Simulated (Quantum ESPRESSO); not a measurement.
**CdTe: single point with PBE**

**Experimental background.**

From a printed reference work, data compilation, for a bulk crystal of CdTe at 0 K: band gap 1.607 eV.

Crystal: CdTe.

```
Te Cd
1.0
     0.00000    3.20500    3.20500
     3.20500    0.00000    3.20500
     3.20500    3.20500    0.00000
Te Cd
1 1
Direct
  0.75000 0.75000 0.75000
  0.00000 0.00000 0.00000
```

```yaml
Program: Quantum ESPRESSO 7.5
Task: single point
Functional: PBE
Potentials_or_basis: SSSP 1.3 efficiency PBE
Cutoff: 816 eV
Density_cutoff: 6531 eV
k_mesh: 7 × 7 × 7
Occupations: fermi-dirac, width 0.05 eV
Spin: no spin polarisation
Mixing_beta: 0.5
Most_SCF_iterations: 120
SCF_threshold: 4e-10 Ry
```

```
Pressure               : 4.4 GPa
Band gap on the k mesh : 0.87 eV, direct
```

Levels at points of the mesh, in eV from the valence-band top:
```
           k point  band 5  band 6  band 7  band 8  band 9  band 10  band 11  band 12  band 13  band 14
(0.00, 0.00, 0.00)   -8.02   -8.02    0.00    0.00    0.00     0.87     4.53     4.53     4.53     7.74
```

It took 27 s on 1 thread of Intel(R) Xeon(R) 6975P-C (Granite Rapids) (shared host), peak memory 0.34 GiB.

Against the measured gap of CdTe, 1.607 eV (0 K; a printed reference work, data compilation), the calculated 0.87 eV is off by -0.74 eV. Spin-orbit coupling on Cd, Te is left out. The value is that of PBE, without temperature or zero-point motion. Semilocal functionals fall short of measured gaps as a rule.

Caveat: spin-orbit coupling is left out, which moves the levels of the heavy elements.
